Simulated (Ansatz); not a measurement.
# K (fcc type): a relaxation

Aim: a sound relaxation of K (fcc type).

Program: Ansatz 0.2.0. Level of theory: DFT, PBE, PAW with Ansatz's default frozen-core files, scalar-relativistic. These are calculated values, not measurements.

## (1) The system as given

The structure is cubic, space group Fm-3m (No. 225). Conventional cell: a = 6.657 Å, b = 6.657 Å, c = 6.657 Å, α = 90.00°, β = 90.00°, γ = 90.00°.

Coordinates:

```xyz
1
Lattice="0.0000 3.3283 3.3283 3.3283 0.0000 3.3283 3.3283 3.3283 0.0000" Properties=species:S:1:pos:R:3 pbc="T T T"
K     0.0000    0.0000    0.0000
```

## (2) The calculation

input.yaml reads:

```yaml
crystal:
  lattice:
    - [0.0, 3.3283447602, 3.3283447602]
    - [3.3283447602, 0.0, 3.3283447602]
    - [3.3283447602, 3.3283447602, 0.0]
  atoms:
    - { symbol: K, position: [0.0, 0.0, 0.0] }
kpoints:
  mp_grid: { grid: [10, 10, 10] }
scf:
  occupations: { method: fermi_dirac, width: 0.1 }
  max_iter: 100
hamiltonian:
  xc: pbe
  pseudopotentials: { kind: paw }
output:
  forces: true
  stress: true
relax:
  f_tol: 0.005
  max_steps: 40
  cell: {}
magnetization:
  spin_polarized: true
  initial_magnetization: 1
```

Run with:

```
ansatz run input.yaml --threads 1 --pin off --max-ram 2048MiB --backend cpu --events-out ev --progress --plain --runs-dir out
```

**Question.** How will this run end, and is anything wrong with its input?

The program finished normally, with warnings (seeded moment not kept). Its log warns: «the starting moments were not kept: the SCF closed with an absolute magnetisation of 9.1e-6 μB, where they sum to 1 μB in size (1 site). That is at most 0.1 of that sum ...»

In the input, magnetization.spin_polarized is true; magnetization.initial_magnetization is 1. A typed moment is only a start; here the run ends at the energy of the run without it (within 1 meV an atom), so the result stands.

No remedy is needed.
